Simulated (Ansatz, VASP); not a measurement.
**Sb: VASP beside Ansatz**

```xyz
3
Lattice="3.3885 0.0000 0.0000 0.0000 4.7920 0.0000 0.0000 0.0000 19.3885" Properties=species:S:1:pos:R:3 pbc="T T T"
Sb    0.0000    0.0000    8.0000
Sb    1.6942    2.3960    9.6943
Sb    0.0000    0.0000   11.3885
```

The slab is cut from a database's or a generator's crystal, which needn't be the stable form of the element.

Alike in both runs: task single point; functional PBE; k mesh 10 × 7 × 1; occupations fermi-dirac, width 0.08 eV; no spin polarisation.

```csv
,VASP,Ansatz
version,VASP 6.6.1,Ansatz 0.2.0
potentials or method,"VASP PAW PBE potentials, release 64 (Sb), cutoff 520 eV","all-electron LAPW, scalar-relativistic"
```

|  | VASP | Ansatz | Ansatz less VASP |
| --- | --- | --- | --- |
| rms of the force components (eV/Å) | 0.487 | 0.482 | -0.0049 |

Atom by atom the forces differ by 0.005 eV/Å (rms over components). Ansatz ran all-electron here, so the differences hold the error of VASP's frozen core and of both bases.

The runs have no spin-orbit coupling, so splittings on Sb are missing.
